PbS structures computed with Ansatz 0.2.0 using DFT with the PBE functional, without a dispersion correction (scalar-relativistic, PAW, plane-wave cutoff 420 eV, no spin polarization). Cell and atoms were relaxed with the starting symmetry kept.

```csv
space group number,found from,atoms in cell,volume per atom (Å³),closest atoms (Å),energy over the lowest form listed (meV/atom)
225,database cell,2,27.1,3.000,0
12,database cell,4,100.1,2.690,59
12,database cell,4,50.3,2.690,59
194,decorated net,4,33.0,2.900,75
187,swapped species,2,27.4,3.030,123
109,decorated net,4,27.2,2.990,130
```

The lowest form, space group 225, is rocksalt, the structure of the mineral galena. Every Pb atom in it has six S neighbours, and every S atom has six Pb neighbours. The two forms highest in energy, 187 and 109, also have six neighbours each, yet form 194 lies well below them with only five. Counting bonds therefore doesn't give the order.

**One slab, listed twice**

The two rows labelled 12 are the same thin slab, repeated every 11 Å in one cell and every 22 Å in the other. Doubling the spacing leaves the energy unchanged, so both cells have reached the limit of an isolated slab. Their volumes per atom are large because each cell includes the empty gap between slabs. The slab's square mesh agrees with that of rocksalt to within 0.1 %, which suggests a double sheet cut from rocksalt parallel to a cube face, with five neighbours per atom.

**If only Pb–S contacts mattered**

Suppose first that the energy depended only on the number and length of the Pb–S contacts. Form 109 would then nearly tie with rocksalt, because it has six neighbours, almost the same closest contact and a volume within 0.4 %. In fact it lies 130 meV/atom higher. Something beyond the nearest contacts must be costly.

The difference lies in how the six neighbours are arranged. In rocksalt they form an octahedron: two triangles of atoms, one above and one below, turned so that the corners of one face the gaps of the other. In forms 187 and 109 they form a trigonal prism, in which the corners of the two triangles lie directly opposite each other. Atoms of the same kind are then pushed together, to 3.8–3.9 Å instead of the 4.25 Å of rocksalt.

**If only charges mattered**

Now take the opposite limit and treat the crystal as point charges, +q on Pb and −q on S. The energy per atom is

E = −½ k q² S,

where k is the Coulomb constant and S is the sum of 1/r over all other atoms at distance r, counted as positive for the opposite kind and negative for the same kind. Comparing two structures as the ratio of their S removes the unknown charge q. Atoms of the same kind that come close lower S, and so raise the energy.

For form 187 the sum is 2.2 % smaller than for rocksalt. With charges of one, each percent is worth roughly 40 meV/atom, so the prism should cost about 2.2 × 40 ≈ 90 meV/atom. The full calculation gives 123 meV/atom. This estimate grows with the square of the charge, and a charge of one is only an assumption for partly covalent PbS. Electrostatics is therefore a plausible large part of the cost, but the calculation doesn't fix its share. The sum wasn't made for form 109, where the close atoms of the same kind suggest a similar loss.

Covalent bonding probably works in the same direction. In an octahedron each neighbour has a partner straight across the central atom, and one p orbital can bond to both. A prism has no such opposite pairs. The energies in the table don't separate this effect from the electrostatic one.

**Why five neighbours can beat six**

Form 194 consists of flat hexagonal sheets bonded to one another. An atom with fewer neighbours is less crowded, so some of its contacts can shorten: within a sheet Pb–S is 2.90 Å, against 3.00 Å in rocksalt. Atoms of the same kind still stay at least 4.18 Å apart. The point-charge sum falls by only 0.8 %, so shorter contacts largely make up for the lost neighbour, and the model correctly places 194 below 187. It misses the size, though: with charges of one, this loss is only about 30 meV/atom, against 75 in the full calculation. A larger charge wouldn't mend this, because it would also lift form 187 far above its 123 meV/atom. Much of the cost of form 194 over rocksalt therefore lies outside the model, which leaves out both covalent bonding and the repulsion between atoms in contact.

The slab makes the same trade, with a closest contact 10 % shorter than in rocksalt. Here the point-charge model gets even the order wrong: for a flat slab it gives a loss of 1.4 %, which would put the slab above form 194, whereas the table has it 16 meV/atom below. That order is itself insecure. The calculation leaves out dispersion, the weak attraction that would draw separate slabs together and favour dense forms, so the slab's 59 meV/atom is probably too low. The same applies, less strongly, to form 194, which takes up about a fifth more volume per atom than forms 187 and 109. Its lead over them is probably overstated, and how much of it dispersion would remove wasn't calculated.

**The two highest forms**

Forms 187 and 109 differ by only 7 meV/atom. Form 187 is metallic in this calculation, and energies of metals are good only to about 4 meV/atom, so the difference is barely resolved and their order is left unexplained here. What the two share, the prism and a high energy, is the firmer result. Both, like form 194, were built by placing Pb and S in a borrowed pattern and relaxed with its symmetry kept, so any of the three might slide to a lower structure once that symmetry is released.

For a first guess at where another dense arrangement of PbS would fall, resting on only four dense forms, look first at how close it brings atoms of the same kind, and then at whether shorter Pb–S contacts make up for any lost neighbours. The printed analysis after this section takes the cells of forms 194 and 109 as they were before relaxation, so its values for these two differ slightly from those in the text, which hold for the relaxed cells. The change that matters most is in the point-charge loss of form 194, which is printed as about 0.5 % but is 0.8 % in the relaxed cell. The order the model gives stays the same.

Output of the analysis:

```
Slab, smaller repeat height in angstrom: 11.16
Slab, larger repeat height in angstrom: 22.21
Slab, energy change between the two spacings in meV/atom: 0.03
Slab, closest contact against rocksalt in percent: -10.33
Form 194, Pb-S distance within a sheet in angstrom: 2.893
Form 194, Pb-S distance between sheets in angstrom: 3.01
Form 194 over the slab in meV/atom: 16
Form 187 over form 194 in meV/atom: 48
Form 109 over form 187 in meV/atom: 7
Form 109, volume against rocksalt in percent: 0.369
Rocksalt, closest atoms of the same kind in angstrom: 4.249
Form 194, closest atoms of the same kind in angstrom: 4.175
Form 187, closest atoms of the same kind in angstrom: 3.79
Form 109, same-kind distance along the prism edge in angstrom: 3.88
Form 194, loss of point-charge energy against rocksalt in percent: 0.4886
Slab if flat, loss of point-charge energy against rocksalt in percent: 1.401
Form 187, loss of point-charge energy against rocksalt in percent: 2.18
One percent of that energy for charges of one, rough size in meV/atom: 41.88
```
